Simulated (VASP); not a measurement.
C:

```xyz
8
Lattice="2.5221 0.0000 0.0000 -1.2611 2.1842 0.0000 0.0000 0.0000 8.2371" Properties=species:S:1:pos:R:3 pbc="T T T"
C     1.2611    0.7281    6.9501
C     0.0000    1.4561    2.8315
C     1.2611    0.7281    5.4056
C     0.0000    1.4561    1.2870
C     0.0000    0.0000    7.4649
C     0.0000    0.0000    3.3463
C     0.0000    0.0000    4.8908
C     0.0000    0.0000    0.7722
```

This is a hexagonal form of diamond, not graphite.

Base run:

- Program: VASP 6.6.1
- Functional: PBE
- Potentials or basis: VASP PAW PBE potentials, release 64 (C_s)
- Cutoff: 400 eV
- k mesh: 12 × 12 × 4
- Occupations: fermi-dirac, width 0.05 eV
- Spin: no spin polarisation

Its results: band gap on the k mesh 4.43 eV, indirect (least direct gap 5.18 eV); pressure 3.5 GPa; largest force 0.330 eV/Å.

Question: The run is repeated on the same cell with these changes: potentials or basis from VASP PAW PBE potentials, release 64 (C_s) to VASP PAW PBE potentials, release 64 (C_h); cutoff from 400 eV to 900 eV; further incar settings from ALGO = Fast; EDIFF = 1e-07; NBANDS = 26 to ALGO = Fast; EDIFF = 1e-06. What comes out?

Answer: Band gap on the k mesh 4.42 eV, indirect (least direct gap 5.19 eV); pressure 1.8 GPa; largest force 0.328 eV/Å.

Caveats: the cutoff is under 1.25 times the usual one of these potentials, so pressure, stress and relaxed cells hold a basis-set (Pulay) error (some runs).
